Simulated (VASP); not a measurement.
SrO, 4 atoms in the cell. The structure is hexagonal, space group P6_3/mmc (No. 194). Conventional cell: a = 3.547 Å, b = 3.547 Å, c = 6.580 Å, α = 90.00°, β = 90.00°, γ = 120.00°. Sr (site symmetry -6m2) has 6 O at 2.63 Å as nearest neighbours. O (site symmetry -3m) is surrounded by 6 Sr at 2.63 Å. Measurements of this composition are mostly on another form, of space group No. 225. The cell isn't the ideal one: strained and moved within the space group.

| Property | Result |
| --- | --- |
| Program | VASP 6.6.1 |
| Task | single point |
| Functional | PBE |
| Potentials or basis | VASP PAW PBE potentials, release 64 (Sr_sv, O) |
| Cutoff | 520 eV |
| k mesh | 9 × 9 × 6 |
| Occupations | gaussian, width 0.02 eV |
| Spin | no spin polarisation |
| Dipole correction | no |
| Further INCAR settings | ALGO = Normal; EDIFF = 1e-06; NBANDS = 24 |

Potentials or basis: VASP PAW PBE potentials, release 64 (Sr_sv, O).

The run is started by

```bash
$ cat potpaw_PBE.64/Sr_sv/POTCAR potpaw_PBE.64/O/POTCAR > POTCAR
$ mpirun -np 1 vasp_std > vasp.out
```

Hardware: 1 thread of AMD EPYC 9R45 (Zen 5) (shared host).

Task: Estimate the wall time of this run.

Result: Run time: 56 s on 1 thread of AMD EPYC 9R45 (Zen 5), with other jobs on the host, peak memory 0.19 GiB. Counts: scf iterations 14, k points 48.
